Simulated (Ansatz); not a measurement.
Write the native input for Ansatz 0.2.0 that does the following.

```yaml
Task: relaxation of cell and atoms
Functional: PBE
Potentials_or_basis: Ansatz PAW
Cutoff: "420 eV (not typed: the program's choice for these potentials)"
k_mesh: 8 × 8 × 4
Occupations: fermi-dirac, width 0.05 eV
Spin: no spin polarisation
```

Crystal: TiTe2.

```
CELL_PARAMETERS angstrom
3.77700 0.00000 0.00000
-1.88850 3.27098 0.00000
0.00000 0.00000 6.49800
ATOMIC_POSITIONS crystal
Te 0.33333 0.66667 0.73720
Te 0.66667 0.33333 0.26280
Ti 0.00000 0.00000 0.00000
```

The input as run:

input.yaml

```yaml
crystal:
  lattice:
    - [3.777, 0.0, 0.0]
    - [-1.8885, 3.2709779501, 0.0]
    - [0.0, 0.0, 6.498]
  atoms:
    - { symbol: Te, position: [0.3333333333, 0.6666666667, 0.7372] }
    - { symbol: Te, position: [0.6666666667, 0.3333333333, 0.2628] }
    - { symbol: Ti, position: [0.0, 0.0, 0.0] }
hamiltonian:
  xc: pbe
  pseudopotentials: { kind: paw }
kpoints:
  mp_grid: { grid: [8, 8, 4] }
scf:
  occupations: { method: fermi_dirac, width: 0.05 }
output:
  forces: true
  stress: true
  eigenvalues: true
  write_density: true
  write_potential: true
  elf: true
  volumetric_format: npy
relax:
  f_tol: 0.01
  max_steps: 40
  cell: { stress_tol: 0.05 }
```

Potentials or basis: Ansatz PAW.

Launch:

```sh
$ ansatz run input.yaml --threads 2 --pin off --max-ram 5632MiB --backend cpu --events-out ev --progress --plain --runs-dir out
```

Results of the run:

* Relaxed volume: 27.86 Å³/atom
* Relaxed cell: a = 3.788 Å, b = 3.788 Å, c = 6.724 Å, α = 90.00°, β = 90.00°, γ = 120.00°
* Space group after relaxing (to 0.05 Å): P-3m1 (No. 164)
* Energy gained by relaxing: 3.5 meV/atom
* Ionic steps: 6
* Pressure after relaxing: 0.0 GPa
* Band gap on the k mesh: none (metal or under the smearing width)

Caveat: the plane-wave basis is chosen anew once the cell has moved, so the energies of steps on either side of that aren't comparable; this functional lacks dispersion, which binds the layers, so the pressure and a relaxed spacing across them are unreliable.

Run time: 11 s on 2 threads of Intel(R) Xeon(R) Platinum 8488C (Sapphire Rapids), with other jobs on the host, peak memory 0.48 GiB.
